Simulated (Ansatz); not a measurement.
## Piezoelectric tensor of GaN at 11 GPa (stress–strain coefficients)

Theory: DFT PBEsol, scalar-relativistic, plane waves, PAW in Ansatz. Plane waves to 420 eV; Γ-centred k mesh 12×12×6; fixed occupations. No spin polarisation.

The cell, relaxed at 11 GPa:
```xyz
4
Lattice="3.1276 0.0000 0.0000 -1.5638 2.7086 0.0000 0.0000 0.0000 5.0970" Properties=species:S:1:pos:R:3 pbc="T T T"
Ga    0.0000    1.8057   -0.0036
Ga    1.5638    0.9029    2.5449
N     0.0000    1.8057    1.9150
N     1.5638    0.9029    4.4634
```

Q: Give the relaxed-ion proper piezoelectric stress tensor e_iJ (C/m², Voigt columns xx yy zz yz xz xy).

A:
```
x    0.00  0.00  0.00  0.00 -0.45  0.00
y    0.00  0.00  0.00 -0.45  0.00  0.00
z   -0.62 -0.62  1.13  0.00  0.00  0.00
```
Signs follow the orientation of the cell as given.

Q: With the elastic constants (GPa, Voigt order)
C11 = 391.4, C12 = 176.2, C13 = 136.2, C22 = 391.4, C23 = 136.2, C33 = 436.8, C44 = 90.8, C55 = 90.8, C66 = 107.6 GPa; the others vanish.
find the strain coefficients d = e·C⁻¹ (pC/N).

A:
```
x    0.00  0.00  0.00  0.00 -5.00  0.00
y    0.00  0.00  0.00 -5.00  0.00  0.00
z   -2.01 -2.01  3.83  0.00  0.00  0.00
```

Cost: 1 run of about 2.7 core-minutes, on AMD EPYC 9R45 (Zen 5) (shared hosts).